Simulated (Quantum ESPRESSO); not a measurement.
Runs of Quantum ESPRESSO 7.5 on CoO. The structure is cubic, space group Fm-3m (No. 225). The conventional cell has a = 4.263 Å, b = 4.263 Å, c = 4.263 Å, α = 90.00°, β = 90.00°, γ = 90.00°. Co (site symmetry m-3m) has 6 O at 2.13 Å as nearest neighbours. Around O (site symmetry m-3m) lie 6 Co at 2.13 Å. 

```tsv
level	U	gap on the mesh (eV)	pressure (GPa)	moment (μB)
PBEsol	-	none	-10.7	2.99
PBEsol+U	Co d U = 6 eV	none	-4.5	2.90
PBEsol+U	Co d U = 1 eV	none	-9.6	3.00
PBEsol+U	Co d U = 3 eV	none	-7.7	3.00
PBEsol+U	Co d U = 4 eV	none	-6.7	2.99
PBEsol+U	Co d U = 5 eV	none	(b)	(a)
PBEsol+U	Co d U = 8 eV	none	-2.4	2.56
PBEsol+U	Co d U = 2 eV	none	-8.7	3.00
```

Alike in all rows: task projected density of states; potentials or basis GBRV 1.5 PBEsol; spin collinear, ferromagnetic start; cell as given; k mesh 8 × 8 × 8; cutoff (eV) 762; smearing fermi-dirac 0.05 eV.

Task: Fill in the values left out.

Result: (a) 2.97; (b) -5.6.

Caveats: a cell with one magnetic atom can't hold antiferromagnetic order, which such compounds often take; semilocal functionals often make such compounds metallic where correlation or magnetic order opens a gap, which also shifts bond lengths (some runs).

A gap of «none» marks a metal or a gap under the smearing width.
